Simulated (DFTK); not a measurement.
NaI:

```
I Na
1.0
     0.00000    3.23640    3.23640
     3.23640    0.00000    3.23640
     3.23640    3.23640    0.00000
I Na
1 1
Direct
  0.50000 0.50000 0.50000
  0.00000 0.00000 0.00000
```

Base run:

```yaml
Program: DFTK 0.8.2
Functional: PBE
Potentials_or_basis: dojo.nc.sr.pbe.v0_4_1.standard.upf (PBE)
Cutoff: 1197 eV
k_mesh: 7 × 7 × 7
Occupations: fermi-dirac, width 0.05 eV
Spin: no spin polarisation
```

Its results: band gap on the k mesh 3.64 eV, direct; pressure 0.4 GPa.

Question: The run is repeated on the same cell with these changes: functional from PBE to PBEsol; potentials or basis from dojo.nc.sr.pbe.v0_4_1.standard.upf (PBE) to dojo.nc.sr.pbesol.v0_4_1.standard.upf (PBEsol). What comes out?

Answer: Band gap on the k mesh 3.51 eV, direct; pressure -0.5 GPa.

Caveats: spin-orbit coupling is left out, which moves the levels of the heavy elements; an odd mesh through Γ misses points on the zone boundary, where band edges often lie.

Not every run made on this cell is shown here.
